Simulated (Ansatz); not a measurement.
**TiO2 (P4_2/mnm) under pressure**

```
Ti O
1.0
     4.59126    0.00000    0.00000
     0.00000    4.59126    0.00000
     0.00000    0.00000    2.93899
Ti O
2 4
Direct
  0.00000 0.00000 0.00000
  0.50000 0.50000 0.50000
  0.30444 0.30444 0.00000
  0.19556 0.80444 0.50000
  0.69556 0.69556 0.00000
  0.80444 0.19556 0.50000
```

This is the zero-pressure cell under PBEsol. Cell and atoms are relaxed by PAW (default files of Ansatz 0.2.0, cutoff 420 eV, stress met within about 0.05 GPa) at each pressure, in this structure whether or not another phase would take over; P is the pressure reached, less that of this cell. Levels come from PBEsol, all-electron LAPW in Ansatz 0.2.0, scalar-relativistic; k mesh 6×6×8, fixed occupations, basis error target 0.5 meV/atom. Conduction levels are in eV over the valence top (at Γ), at fixed fractional wave vectors.

```
P (GPa)    V/V₀     c/a      Γ  M ⊥ z  R (oblique)  X ⊥ z
  -1.99  1.0092  0.6388  1.859  1.893        1.897  2.534
   0.00  1.0000  0.6401  1.863  1.898        1.903  2.546
   2.00  0.9913  0.6414  1.868  1.903        1.910  2.560
   4.00  0.9830  0.6425  1.874  1.910        1.917  2.576
   7.00  0.9713  0.6441  1.884  1.923        1.930  2.600
  10.00       ?       ?      ?      ?            ?      ?
  14.99  0.9436  0.6476  1.918  1.962        1.969  2.670
```

Question: Fit the third-order Birch-Murnaghan equation to the rows shown.

Answer: With f = [(V₀/V)^(2/3) − 1]/2, the normalised pressure F = P/[3f(1 + 2f)^(5/2)] is 222.0 GPa at f = -0.0030, 224.4 GPa at f = 0.0029, 225.5 GPa at f = 0.0057, 226.9 GPa at f = 0.0098, 230.0 GPa at f = 0.0197. The line F = B₀[1 + (3/2)(B′ − 4)f] gives B₀ = 223.3 GPa and B′ = 5.0.

Question: What are the volume deformation potentials and pressure coefficients of these levels at zero pressure?

Answer: 

| level | dE/dlnV (eV) | dE/dP = −(dE/dlnV)/B₀ (meV/GPa) | mean slope up to 2.0 GPa (meV/GPa) |
| --- | --- | --- | --- |
| Γ | -0.50 | 2.2 | 2.5 |
| M ⊥ z | -0.58 | 2.6 | 3.0 |
| R (oblique) | -0.71 | 3.2 | 3.4 |
| X ⊥ z | -1.50 | 6.7 | 7.1 |

dE/dlnV is the slope of a cubic fit in ln V at V₀. The last column is read from two rows and shows how the slope bends with pressure.

Question: What belongs in the row at 10.00 GPa?

Answer: The fits give V/V₀ = 0.9604 and Γ = 1.896 eV. Computed: V/V₀ = 0.9604, c/a = 0.6455, Γ = 1.896, M ⊥ z = 1.937, R (oblique) = 1.944, X ⊥ z = 2.625.

Limits of these numbers: no other phase was computed; many crystals of this kind change structure within this range, and rows or crossings beyond such a change describe a metastable lattice; the frozen-core PAW files of the relaxations were fitted under PBE, their cores solved anew for this functional; semilocal gaps are low, and the spacing of valleys can be off by tenths of an eV; levels are read at fixed fractional k, so an edge that moves off these points is missed.
